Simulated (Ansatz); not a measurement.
# InSb: the cost of one run

Computed with Ansatz 0.2.0 (DFT, PBE, plane-wave PAW, default files, scalar-relativistic, as far as a step names no other, unless a step's input says otherwise).

**1. The starting structure**

It takes space group Pmmn (No. 59, orthorhombic). Conventional cell: a = 5.357 Å, b = 5.712 Å, c = 3.063 Å, α = 90.00°, β = 90.00°, γ = 90.00°. Around In (site symmetry mm2) lie 4 Sb at 2.73 to 2.90 Å and 2 In at 3.06 Å. Sb (site symmetry mm2) has 4 In at 2.73 to 2.90 Å and 2 Sb at 3.06 Å as nearest neighbours.

Coordinates:

```cif
data_structure
_symmetry_space_group_name_H-M 'P 1'
_symmetry_Int_Tables_number 1
_cell_length_a 5.3570
_cell_length_b 5.7120
_cell_length_c 3.0630
_cell_angle_alpha 90.000
_cell_angle_beta 90.000
_cell_angle_gamma 90.000
_cell_volume 93.73
loop_
_atom_site_label
_atom_site_type_symbol
_atom_site_fract_x
_atom_site_fract_y
_atom_site_fract_z
_atom_site_occupancy
In1 In 0.00000 0.00000 0.00000 1
In2 In 0.50000 0.50000 0.00000 1
Sb1 Sb 0.50000 0.00000 0.83500 1
Sb2 Sb 0.00000 0.50000 0.16500 1
```

The earlier run gave: no gap over 0.1 eV on the mesh, largest force 0.746 eV/Å, pressure 17.5 GPa.

Site by site (atoms counted from 1):

| site | atoms | first shell | V_zz (10²¹ V/m²) | η | C_Q (MHz) |
| --- | --- | --- | --- | --- | --- |
| In | 1, 2 | 4 Sb at 2.73–2.90 Å, 2 In at 3.06 Å | -6.85 | 0.63 | -128 (¹¹⁵In) |
| Sb | 3, 4 | 4 In at 2.73–2.90 Å, 2 Sb at 3.06 Å; also 4 In at 3.70–3.83 Å | 14.36 | 0.08 | -189 (¹²¹Sb) |

V_zz is the principal component of the electric field gradient with the largest magnitude, η = (V_xx − V_yy)/V_zz and C_Q = eQV_zz/h. Nuclear quadrupole moments: year-2017 set (Pyykkö).

**2. Z stretched by +2 %, ions relaxed**

File input.yaml:

```yaml
crystal:
  lattice:
    - [5.357, 0.0, 0.0]
    - [0.0, 5.712, 0.0]
    - [0.0, 0.0, 3.12426]
  atoms:
    - { symbol: In, position: [0.0, 0.0, 0.1722389182] }
    - { symbol: In, position: [0.5, 0.5, -0.1722389182] }
    - { symbol: Sb, position: [0.5, 0.0, 0.7149606498] }
    - { symbol: Sb, position: [0.0, 0.5, 0.2850393502] }
kpoints:
  mp_grid: { grid: [9, 8, 15] }
scf:
  occupations: { method: fermi_dirac, width: 0.05 }
hamiltonian:
  xc: pbe
  pseudopotentials: { kind: paw }
output:
  forces: true
  stress: true
  populations: true
  efg:
    quadrupole_moments_barn: { In: 0.772, Sb: -0.543 }
    contact_densities: true
  write_density: true
  write_potential: true
  elf: true
  volumetric_format: npy
relax:
  f_tol: 0.02
  max_steps: 60
```

Launch:

```bash
$ ansatz run input.yaml --threads 1 --pin off --max-ram 3072MiB --backend cpu --events-out ev --progress --plain --runs-dir out
```

Q: Estimate wall time and peak memory on 1 thread of Intel Xeon Platinum 8259CL at 2.50GHz (Skylake/Cascade Lake), shared host.

About 2.6 min, with a peak of 0.92 GiB.
